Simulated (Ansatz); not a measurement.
All numbers below come from DFT PBE, scalar-relativistic, plane waves, PAW in Ansatz. Cutoff 420 eV, Γ-centred meshes of about 0.25 Å⁻¹ or finer for metals and 0.3 Å⁻¹ for insulators (2π included), Gaussian smearing. No spin polarisation.

A search over trial structures of Al4N3 gave this relaxed cell.

```cif
data_structure
_symmetry_space_group_name_H-M 'P3m1'
_symmetry_Int_Tables_number 156
_cell_length_a 3.1127
_cell_length_b 3.1127
_cell_length_c 9.8090
_cell_angle_alpha 90.000
_cell_angle_beta 90.000
_cell_angle_gamma 120.000
_cell_volume 82.30
loop_
_atom_site_label
_atom_site_type_symbol
_atom_site_symmetry_multiplicity
_atom_site_Wyckoff_symbol
_atom_site_fract_x
_atom_site_fract_y
_atom_site_fract_z
_atom_site_occupancy
Al1 Al 1 a 0.00000 0.00000 0.49581 1
Al2 Al 1 b 0.33333 0.66667 0.75891 1
Al3 Al 1 a 0.00000 0.00000 0.98090 1
Al4 Al 1 b 0.33333 0.66667 0.23878 1
N1 N 1 b 0.33333 0.66667 0.43313 1
N2 N 1 a 0.00000 0.00000 0.69046 1
N3 N 1 a 0.00000 0.00000 0.17700 1
```

Question: Is this structure dynamically stable?

Answer: As far as tested, yes. The phonons on a 3×3×1 q mesh of the computed 7-atom cell show no imaginary mode. (Phonon run: 12×12×4 k mesh, Gaussian smearing of 0.10 eV.) After random moves of the atoms it relaxes back. The optical modes at Γ run from 117 to 770 cm⁻¹. Al on its first site has 4 N at 1.90–1.91 Å; Al on its second site has 3 N at 1.92 Å; around Al on its third site lies 1 N at 1.92 Å; around N on its first site lie 4 Al at 1.90–1.91 Å; 3 more sites not described.

An odd number of electrons in the primitive cell allows no gap without spin; a larger cell or a magnetic state could open one. Phonons of metals hang on the k mesh and the smearing.
